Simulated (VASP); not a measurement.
**C: single point with PBEsol**

Crystal: C.

```
C
1.0
     0.00000    1.78340    1.78340
     1.78340    0.00000    1.78340
     1.78340    1.78340    0.00000
C
2
Cartesian
  1.7834 1.7834 1.7834
  2.6751 2.6751 2.6751
```

This isn't the form of C at room conditions, which is graphite.

```
Program                : VASP 6.6.1
Task                   : single point
Functional             : PBEsol
Potentials or basis    : VASP PAW PBE potentials, release 64 (C)
Cutoff                 : 520 eV
k mesh                 : 12 × 12 × 12
Occupations            : gaussian, width 0.02 eV
Spin                   : no spin polarisation
Further INCAR settings : ALGO = Normal; EDIFF = 1e-07
```

```json
{
  "Pressure": "-3.8 GPa",
  "Band gap on the k mesh": "4.04 eV, indirect (least direct gap 5.54 eV)"
}
```

Levels at points of the mesh, in eV from the valence-band top:
```csv
k point,band 1,band 2,band 3,band 4,band 5,band 6,band 7,band 8
"(0.00, 0.00, 0.00)",-21.52,0.00,0.00,0.00,5.54,5.54,5.54,13.37
"(0.50, 0.00, 0.00)",-15.69,-13.46,-2.81,-2.81,8.38,8.38,8.84,15.49
"(0.50, 0.50, 0.00)",-12.78,-12.78,-6.34,-6.34,4.60,4.60,16.79,16.79
```

It took 3.9 s on 1 thread of Intel(R) Xeon(R) Platinum 8559C (Emerald Rapids), with other jobs on the host, peak memory 0.11 GiB.

Caveat: the PAW data sets were made with another functional, which shifts forces and pressure a little. PBEsol gaps usually lie below the measured ones, often by a third to a half.
